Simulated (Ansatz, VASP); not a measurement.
Ir: VASP beside Ansatz

```
Ir
1.0
     0.00000    1.92285    1.92285
     1.92285    0.00000    1.92285
     1.92285    1.92285    0.00000
Ir
1
Direct
  0.00000 0.00000 0.00000
```

Alike in both runs: task single point; functional r2SCAN; k mesh 9 × 9 × 9; occupations fermi-dirac, width 0.1 eV; no spin polarisation.

```csv
,VASP,Ansatz
version,VASP 6.6.1,Ansatz 0.2.0
potentials or method,"VASP PAW PBE potentials, release 64 (Ir)","plane waves (500 eV) with PAW, scalar-relativistic"
plane-wave cutoff (eV),520,500
valence electrons in the cell,9,17
```

Ansatz gave:

| Property | Result |
| --- | --- |
| pressure (GPa) | -0.8 |

Question: Which values does VASP return?

Answer: Pressure (GPa): 1.7.

With one functional, cell and mesh, what is left measures potentials, basis and numerics. The two sets of potentials don't hold the same shells in valence.

Caveats: the PAW data sets were made with another functional, which shifts forces and pressure a little (VASP). The runs have no spin-orbit coupling, so splittings on Ir are missing.
